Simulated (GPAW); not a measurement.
Hf:

```
CELL_PARAMETERS angstrom
0.00000 2.22000 2.22000
2.22000 0.00000 2.22000
2.22000 2.22000 0.00000
ATOMIC_POSITIONS crystal
Hf 0.00000 0.00000 0.00000
```

This isn't the form of Hf at room conditions, which is hcp.

- Program: GPAW 26.7.0
- Task: relaxation of cell and atoms
- Functional: PBEsol
- Dispersion: D3(BJ)
- Potentials or basis: PAW data sets generated in the run's folder for this functional
- Cutoff: 600 eV
- Basis: pw
- k mesh: 10 × 10 × 10
- Occupations: fermi-dirac, width 0.05 eV
- Spin: no spin polarisation

At the start: pressure -5.1 GPa; volume 21.88 Å³/atom.

Problem. How do energy, volume and symmetry change on relaxing?

Solution. Over 3 steps the energy falls by 16.7 meV/atom and the volume is 20.88 Å³/atom (-4.6 %); space group Fm-3m (No. 225, to 0.05 Å).

The path:
| step | energy change (eV) | largest force (eV/Å) | pressure (GPa) | volume (Å³) |
| --- | --- | --- | --- | --- |
| 1 | 0.0000 | 0.0000 | -5.08 | 21.88 |
| 2 | -0.0145 | 0.0000 | -1.92 | 21.24 |
| 3 | -0.0167 | 0.0000 | 0.09 | 20.88 |

Final structure:
```
Hf
1.0
     0.00000    2.18548    2.18548
     2.18548    0.00000    2.18548
     2.18548    2.18548    0.00000
Hf
1
Direct
  0.00000 0.00000 0.00000
```

Caveat: later steps reuse the first step's grids; pairwise dispersion overbinds metals, which lowers pressure and volume.
